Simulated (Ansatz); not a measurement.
# One structure, 3 elements: PtS2, PtSe2, Te2Pt

Plane-wave DFT in Ansatz with scalar-relativistic PAW potentials, cutoff 420 eV, Γ-centred meshes chosen by cell and gap, Gaussian smearing with energies taken to zero width. Every cell was relaxed (cell and atoms) in a run of its own, within the symmetry of its start. Functional: PBEsol.

All members share space group P-3m1 and the same sites; only the element on one set of sites changes (S, Se, Te). Members needn't be the stable form of their composition. Energies over the elements, where given, are against the elements' standard states in the same functional (H₂, N₂, O₂ and halogens uncorrected, Hg as a solid). The first member:

Space group P-3m1 (No. 164). a = 3.572 Å, b = 3.572 Å, c = 4.767 Å, α = 90.00°, β = 90.00°, γ = 120.00°
| atom | site | symmetry | x | y | z |
| --- | --- | --- | --- | --- | --- |
| Pt | 1a | -3m. | 0.0000 | 0.0000 | 0.0000 |
| S | 2d | 3m. | 0.3333 | 0.6667 | 0.2510 |

Question: How do size, gap and binding change down the group?

Answer:
| compound | V (Å³/atom) | a (Å) | c (Å) | gap on mesh (eV) | energy over elements (eV/atom) |
| --- | --- | --- | --- | --- | --- |
| PtS2 | 17.55 | 3.572 | 4.767 | 0.24 | -0.426 |
| PtSe2 | 19.86 | 3.759 | 4.869 | 0.00 | -0.411 |
| Te2Pt | 24.26 | 4.045 | 5.137 | 0.00 | -0.409 |

Over the series the volume grows at each step down the group; a gap opens only for S (gaps under about 0.1 eV aren't resolved; a zero can be real, or an error of the semilocal functional, which closes small gaps); binding against the elements weakens. Less electronegative, larger anions gain less from charge transfer and lattice energy, in line with the weaker binding.

Spin-orbit coupling is left out, which matters for the bands of heavy elements. Each cell of PtS2 holds layers, and where no dispersion correction was added their binding is poorly described.